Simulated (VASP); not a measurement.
# InPd (Pmma) in VASP: further runs

The runs below take InPd through single point, with PBE.

Everything below comes from runs of VASP 6.6.1. Logs are shortened: lines on timing, memory, paths and dates and some standing lists are left out, and cuts for length are marked.

### Step 1. The crystal as given

It takes space group Pmma (No. 51, orthorhombic). The conventional cell has a = 5.019 Å, b = 4.092 Å, c = 7.609 Å, α = 90.00°, β = 90.00°, γ = 90.00°. In (site symmetry mm2) is surrounded by 4 Pd at 2.73 Å. In (site symmetry mm2) is surrounded by 3 Pd at 2.59 to 2.85 Å. Pd (site symmetry mm2) has 6 Pd at 2.48 to 2.80 Å and 5 In at 2.59 to 2.85 Å as nearest neighbours. Pd (site symmetry 2/m) has 6 Pd at 2.48 to 2.51 Å and 2 In at 2.73 Å as nearest neighbours.

The cell was built by a generator and needn't be a form met in nature.

### Step 2. Single point, PBE

Contents of INCAR:

```
SYSTEM = InPd
ALGO     = Fast           ! electronic algorithm
EDIFF    = 1E-6           ! SCF threshold, eV
ENCUT    = 520            ! plane-wave cutoff, eV
GGA      = PE             ! functional
ISIF     = 2              ! what is computed and relaxed
ISMEAR   = -1             ! smearing method
LASPH    = .TRUE.         ! aspherical terms in the spheres
LCHARG   = .TRUE.         ! write CHGCAR
LELF     = .TRUE.         ! ELF
LREAL    = .FALSE.        ! projectors in reciprocal space
LVHAR    = .TRUE.       
LWAVE    = .FALSE.        ! write WAVECAR
NBANDS   = 56             ! bands
NELM     = 100            ! most SCF steps
PREC     = Accurate       ! precision mode
SIGMA    = 0.0548         ! smearing width, eV
```

Contents of KPOINTS:

```
k-points
0
G
  4 5 3
  0 0 0
```

Contents of POSCAR:

```
InPd
1.0
    5.0188428900      0.0000000000      0.0000000000
    0.0000000000      4.0920647000      0.0000000000
    0.0000000000      0.0000000000      7.6086113300
In Pd
4 4
Direct
    0.2500000000      0.5000000000      0.1813200000
    0.7500000000      0.5000000000      0.8186800000
    0.2500000000      0.0000000000      0.7592700000
    0.7500000000      0.0000000000      0.2407300000
    0.2500000000      0.0000000000      0.4183800000
    0.7500000000      0.0000000000      0.5816200000
    0.0000000000      0.5000000000      0.5000000000
    0.5000000000      0.5000000000      0.5000000000
```

Potentials or basis: VASP PAW PBE potentials, release 64 (In_d, Pd).

Command:

```bash
$ cat potpaw_PBE.64/In_d/POTCAR potpaw_PBE.64/Pd/POTCAR > POTCAR
$ mpirun -np 1 vasp_std > vasp.out
```

OUTCAR:

```text
SYSTEM = InPd
   EDIFF = 1E-6
   ENCUT = 520
   GGA = PE
   ISIF = 2
   ISMEAR = -1
   LASPH = .TRUE.
   LREAL = .FALSE.
   NELM = 100
   PREC = Accurate

 ion  position               nearest neighbor table
   1  0.250  0.500  0.181-   5 2.73   5 2.73   8 2.73   7 2.73   4 3.27   4 3.27   4 3.27   4 3.27
                             2 3.73   2 3.73   3 3.81   3 3.81
   2  0.750  0.500  0.819-   6 2.73   6 2.73   8 2.73   7 2.73   3 3.27   3 3.27   3 3.27   3 3.27
                             1 3.73   1 3.73   4 3.81   4 3.81
   3  0.250  0.000  0.759-   5 2.59   6 2.85   6 2.85   8 3.11   7 3.11   8 3.11   7 3.11   2 3.27
                             2 3.27   2 3.27   2 3.27   1 3.81   1 3.81
   4  0.750  0.000  0.241-   6 2.59   5 2.85   5 2.85   8 3.11   7 3.11   8 3.11   7 3.11   1 3.27
                             1 3.27   1 3.27   1 3.27   2 3.81   2 3.81
   5  0.250  0.000  0.418-   7 2.48   8 2.48   7 2.48   8 2.48   3 2.59   1 2.73   1 2.73   6 2.80
                             6 2.80   4 2.85   4 2.85
   6  0.750  0.000  0.582-   7 2.48   8 2.48   7 2.48   8 2.48   4 2.59   2 2.73   2 2.73   5 2.80
                             5 2.80   3 2.85   3 2.85
   7  0.000  0.500  0.500-   5 2.48   6 2.48   5 2.48   6 2.48   8 2.51   8 2.51   1 2.73   2 2.73
                             4 3.11   4 3.11   3 3.11   3 3.11
   8  0.500  0.500  0.500-   5 2.48   6 2.48   5 2.48   6 2.48   7 2.51   7 2.51   1 2.73   2 2.73
                             4 3.11   4 3.11   3 3.11   3 3.11

  LATTYP: Found a simple orthorhombic cell.
 ALAT       =     4.0920647000
 B/A-ratio  =     1.2264818027
 C/A-ratio  =     1.8593575341

  Lattice vectors:

 A1 = (   0.0000000000,  -4.0920647000,   0.0000000000)
 A2 = (   5.0188428900,   0.0000000000,   0.0000000000)
 A3 = (   0.0000000000,   0.0000000000,   7.6086113300)

Analysis of symmetry for initial positions (statically):
=====================================================================
 Subroutine PRICEL returns:
 Original cell was already a primitive cell.

 Routine SETGRP: Setting up the symmetry group for a
 simple orthorhombic supercell.

 Subroutine GETGRP returns: Found  8 space group operations
 (whereof  4 operations were pure point group operations)
 out of a pool of  8 trial point group operations.

The static configuration has the point symmetry C_2h.
 The point group associated with its full space group is D_2h.

Analysis of symmetry for dynamics (positions and initial velocities):
=====================================================================
 Subroutine PRICEL returns:
 Original cell was already a primitive cell.

 Routine SETGRP: Setting up the symmetry group for a
 simple orthorhombic supercell.

 Subroutine GETGRP returns: Found  8 space group operations
 (whereof  4 operations were pure point group operations)
 out of a pool of  8 trial point group operations.

The dynamic configuration has the point symmetry C_2h.
 The point group associated with its full space group is D_2h.

 Subroutine INISYM returns: Found  8 space group operations
 (whereof  4 operations are pure point group operations),
 and found     1 'primitive' translations

----------------------------------------------------------------------------------------

                                     Primitive cell

  volume of cell :     156.2613

  direct lattice vectors                    reciprocal lattice vectors
     5.018842890  0.000000000  0.000000000     0.199249114  0.000000000  0.000000000
     0.000000000  4.092064700  0.000000000     0.000000000  0.244375413  0.000000000
     0.000000000  0.000000000  7.608611330     0.000000000  0.000000000  0.131430028

  length of vectors
     5.018842890  4.092064700  7.608611330     0.199249114  0.244375413  0.131430028

  position of ions in fractional coordinates (direct lattice)
     0.250000000  0.500000000  0.181320000
     0.750000000  0.500000000  0.818680000
     0.250000000  0.000000000  0.759270000
     0.750000000  0.000000000  0.240730000
     0.250000000  0.000000000  0.418380000
     0.750000000  0.000000000  0.581620000
     0.000000000  0.500000000  0.500000000
     0.500000000  0.500000000  0.500000000

  ion indices of the primitive-cell ions
   primitive index   ion index
                 1           1
                 2           2
                 3           3
                 4           4
                 5           5
                 6           6
                 7           7
                 8           8

----------------------------------------------------------------------------------------

 KPOINTS: k-points

Automatic generation of k-mesh.
 Grid dimensions read from file:
 generate k-points for:    4    5    3

 Generating k-lattice:

  Cartesian coordinates                     Fractional coordinates (reciprocal lattice)
     0.049812279  0.000000000  0.000000000     0.250000000  0.000000000  0.000000000
     0.000000000  0.048875083  0.000000000     0.000000000  0.200000000  0.000000000
     0.000000000  0.000000000  0.043810009     0.000000000  0.000000000  0.333333333

  Length of vectors
     0.049812279  0.048875083  0.043810009

  Shift w.r.t. Gamma in fractional coordinates (k-lattice)
     0.000000000  0.000000000  0.000000000

 Subroutine IBZKPT returns following result:
 ===========================================

 Found     18 irreducible k-points:

 Following reciprocal coordinates:
            Coordinates               Weight
  0.000000  0.000000  0.000000      1.000000
  0.250000  0.000000  0.000000      2.000000
  0.500000  0.000000  0.000000      1.000000
  0.000000  0.200000  0.000000      2.000000
  0.250000  0.200000  0.000000      4.000000
  0.500000  0.200000  0.000000      2.000000
[... 10 lines left out ...]
  0.250000  0.400000  0.333333      8.000000
  0.500000  0.400000  0.333333      4.000000
   k-points           NKPTS =     18   k-points in BZ     NKDIM =     18   number of bands    NBANDS=     56
   number of dos      NEDOS =    301   number of ions     NIONS =      8
   total plane-waves  NPLWV =  72000
   dimension x,y,z NGX =    40 NGY =   30 NGZ =   60
   dimension x,y,z NGXF=    80 NGYF=   60 NGZF=  120
   ions per type =               4   4
   NGX,Y,Z   is equivalent  to a cutoff of  13.25, 12.19, 13.11 a.u.
   NGXF,Y,Z  is equivalent  to a cutoff of  26.50, 24.38, 26.22 a.u.
 SYSTEM =  InPd
   PREC   = accura    normal or accurate (medium, high low for compatibility)
   ISTART =      0    job   : 0-new  1-cont  2-samecut
   ICHARG =      2    charge: 1-file 2-atom 10-const
   ISPIN  =      1    spin polarized calculation?
   LNONCOLLINEAR =      F non collinear calculations
   LSORBIT =      F    spin-orbit coupling
   LASPH  =      T    aspherical Exc in radial PAW
   ENCUT  =  520.0 eV  38.22 Ry    6.18 a.u.   9.33  7.61 14.15*2*pi/ulx,y,z
   NELM   =    100;   NELMIN=  2; NELMDL= -5     # of ELM steps
   EDIFF  = 0.1E-05   stopping-criterion for ELM
   LREAL  =      F    real-space projection
   EDIFFG = 0.1E-04   stopping-criterion for IOM
   NSW    =      0    number of steps for IOM
   IBRION =     -1    ionic relax: 0-MD 1-quasi-New 2-CG
   NFREE  =      0    steps in history (QN), initial steepest desc. (CG)
   ISIF   =      2    stress and relaxation
   ISYM   =      2    0-nonsym 1-usesym 2-fastsym
   POTIM  = 0.5000    time-step for ionic-motion
   TEBEG  =    0.0;   TEEND  =   0.0 temperature during run
   PSTRESS=    0.0 pullay stress
   NELECT =      92.0000    total number of electrons
   NUPDOWN=      -1.0000    fix difference up-down
   EMIN   =  10.00;   EMAX   =-10.00  energy-range for DOS
   EFERMI =   0.00;   METHOD = LEGACY
   ISMEAR =    -1;   SIGMA  =   0.05  broadening in eV -4-tet -1-fermi 0-gaus
   EFERMI_NEDOS =   21; number of points for ismear=-14 and -15
   IALGO  =     68    algorithm
   IMIX   =      4    mixing-type and parameters
     AMIX     =   0.40;   BMIX     =  1.00
     AMIX_MAG =   1.60;   BMIX_MAG =  1.00
  volume/ion in A,a.u.               =      19.53       131.81
  Fermi-wavevector in a.u.,A,eV,Ry     =   1.372104  2.592900 25.615262  1.882669
  Thomas-Fermi vector in A             =   2.497741
   LORBIT       =      0    0 simple, 1 ext, 2 COOP (PROOUT), +10 PAW based schemes
   GGA     = PE    functional components
   LHFCALC =     F    Hartree Fock is set to
   AEXX    =    0.0000 exact exchange contribution
   IVDW    =     0    specifies the selected vdW correction
   LEPSILON=     F    determine dielectric tensor
   LRPA    =     F    only Hartree local field effects (RPA)
 non-spin polarized calculation
 RMM-DIIS sequential band-by-band and
  energy-cutoff  :      520.00
  volume of cell :      156.26
 maximum number of plane-waves:      4228
 NGX is ok and might be reduce to    40
   NGX = 19   NGY = 15   NGZ = 29

 number of electron      92.0000002 magnetization

 Free energy of the ion-electron system (eV)
  ---------------------------------------------------
  ext. energy  EPLUGINS =         0.00000000
  ---------------------------------------------------
  free energy    TOTEN  =       -30.03835580 eV

  energy without entropy =      -30.00494412  energy(sigma->0) =      -30.02164996

 E-fermi :   9.1314     XC(G=0): -11.3950

 val. band max:        9.1235937972   @ k =   0.2500   0.0000   0.0000
 cond. band min:       9.1522114575   @ k =   0.0000   0.0000   0.0000
 fundamental gap:      0.0286176603
 Fermi energy:         9.1314323826

 k-point     1 :       0.0000    0.0000    0.0000
  band No.  band energies     occupation
      1      -5.7091      2.00000
      2      -5.6968      2.00000
      3      -5.6400      2.00000
      4      -5.6108      2.00000
      5      -5.5716      2.00000
      6      -5.5712      2.00000
[... 48 lines left out ...]
     55      14.5379      0.00000
     56      14.7534      0.00000

 k-point     2 :       0.2500    0.0000    0.0000
  band No.  band energies     occupation
      1      -5.6456      2.00000
      2      -5.6414      2.00000
      3      -5.5996      2.00000
      4      -5.5899      2.00000
      5      -5.5689      2.00000
      6      -5.5583      2.00000
[... 937 lines left out ...]
  band No.  band energies     occupation
      1      -5.6304      2.00000
      2      -5.6304      2.00000
      3      -5.6153      2.00000
      4      -5.6153      2.00000
      5      -5.5427      2.00000
      6      -5.5427      2.00000
[... 48 lines left out ...]
     55      15.2368      0.00000
     56      15.2368      0.00000

------------------------ aborting loop because EDIFF is reached ----------------------------------------

  FORCE on cell =-STRESS in cart. coord.  units (eV):
  Direction    XX          YY          ZZ          XY          YZ          ZX
  --------------------------------------------------------------------------------------
  -------------------------------------------------------------------------------------
  Total       23.1200870     31.0760118     13.2068478      0.0000000      0.0000000      0.0000000
  in kB      237.0546917    318.6283162    135.4123460      0.0000000      0.0000000      0.0000000
  external PRESSURE =     230.3651180 kB  Pullay stress =       0.0000000 kB

 VOLUME and BASIS-vectors are now :
 -----------------------------------------------------------------------------
  energy-cutoff  :      520.00
  volume of cell :      156.26
      direct lattice vectors                 reciprocal lattice vectors
     5.018842890  0.000000000  0.000000000     0.199249114  0.000000000  0.000000000
     0.000000000  4.092064700  0.000000000     0.000000000  0.244375413  0.000000000
     0.000000000  0.000000000  7.608611330     0.000000000  0.000000000  0.131430028

 POSITION                                       TOTAL-FORCE (eV/Angst)
 -----------------------------------------------------------------------------------
      1.25471      2.04603      1.37959        -0.000000     -0.000000     -2.076713
      3.76413      2.04603      6.22902        -0.000000      0.000000      2.076713
      1.25471      0.00000      5.77699        -0.000000      0.000000      1.364098
      3.76413      0.00000      1.83162         0.000000      0.000000     -1.364098
      1.25471      0.00000      3.18329        -0.000000      0.000000     -3.032967
      3.76413      0.00000      4.42532        -0.000000      0.000000      3.032967
      0.00000      2.04603      3.80431        -0.000000      0.000000      0.000000
      2.50942      2.04603      3.80431        -0.000000      0.000000      0.000000
 -----------------------------------------------------------------------------------
    total drift:                               -0.000000     -0.000000      0.000000

  FREE ENERGIE OF THE ION-ELECTRON SYSTEM (eV)
  ---------------------------------------------------
  free  energy   TOTEN  =       -30.0383557982 eV

  energy  without entropy=      -30.0049441238  energy(sigma->0) =      -30.02164996
```

It took 3 min on 1 thread of Intel Xeon Platinum 8259CL at 2.50GHz (Skylake/Cascade Lake), shared host; peak memory 0.31 GiB.

What came out:

```yaml
Free_energy: -30.0384 eV
Pressure: 23.0 GPa
Largest_force: 3.033 eV/Å
Band_gap_on_the_k_mesh: none (metal or under the smearing width)
```

Forces on the atoms (eV/Å):
```
In   0.000  0.000 -2.077
In   0.000  0.000  2.077
In   0.000  0.000  1.364
In   0.000  0.000 -1.364
Pd   0.000  0.000 -3.033
Pd   0.000  0.000  3.033
Pd   0.000  0.000  0.000
Pd   0.000  0.000  0.000
```

Stress tensor (GPa, compression positive):
```
23.71  0.00  0.00
 0.00 31.86  0.00
 0.00  0.00 13.54
```

Caveat: so large a pressure means that the cell lies far from this level's equilibrium, or that cutoff or potentials fall short; forces of over 1 eV/Å show positions far from the minimum, so gaps and moduli don't describe the material at rest.

### Step 3. Single point, PBE

Contents of INCAR:

```
SYSTEM = InPd
  PREC = Accurate
  ENCUT = 520
  EDIFF = 1E-7
  ISMEAR = -1
  SIGMA = 0.0548
  LREAL = .False.
  LASPH = .True.
  NELM = 100
  ALGO = Fast
  ISIF = 2
  LWAVE = .False.
  LCHARG = .False.
  GGA = PE
  NBANDS = 56
```

Contents of KPOINTS:

```
regular mesh
0
Gamma
  4 5 3
  0 0 0
```

POSCAR is that of step 2.

Potentials or basis: VASP PAW PBE potentials, release 64 (In_d, Pd).

Command:

```bash
$ cat potpaw_PBE.64/In_d/POTCAR potpaw_PBE.64/Pd/POTCAR > POTCAR
$ mpirun -np 1 vasp_std > vasp.out
```

Run time: 3.8 min. Hardware: 1 thread of Intel Xeon Platinum 8259CL at 2.50GHz (Skylake/Cascade Lake), shared host; peak memory 0.32 GiB.

It converged, with:

- Free energy: -30.0384 eV
- Pressure: 23.0 GPa
- Largest force: 3.033 eV/Å
- Band gap on the k mesh: none (metal or under the smearing width)

Forces in eV/Å, atoms in the order of the input:
```
In   0.000  0.000 -2.077
In   0.000  0.000  2.077
In   0.000  0.000  1.364
In   0.000  0.000 -1.364
Pd   0.000  0.000 -3.033
Pd   0.000  0.000  3.033
Pd   0.000  0.000  0.000
Pd   0.000  0.000  0.000
```

Stress tensor (GPa, compression positive):
```
23.69  0.00  0.00
 0.00 31.85  0.00
 0.00  0.00 13.53
```

Levels at points of the mesh, in eV from the Fermi level:
```csv
k point,band 43,band 44,band 45,band 46,band 47,band 48,band 49,band 50
"(0.00, 0.00, 0.00)",-0.86,0.02,0.34,0.36,0.40,0.88,2.06,2.89
"(0.50, 0.00, 0.00)",-1.70,-1.70,-1.53,-1.53,3.09,3.09,3.27,3.27
```

Caveat: so large a pressure means that the cell lies far from this level's equilibrium, or that cutoff or potentials fall short; forces of over 1 eV/Å show positions far from the minimum, so gaps and moduli don't describe the material at rest.
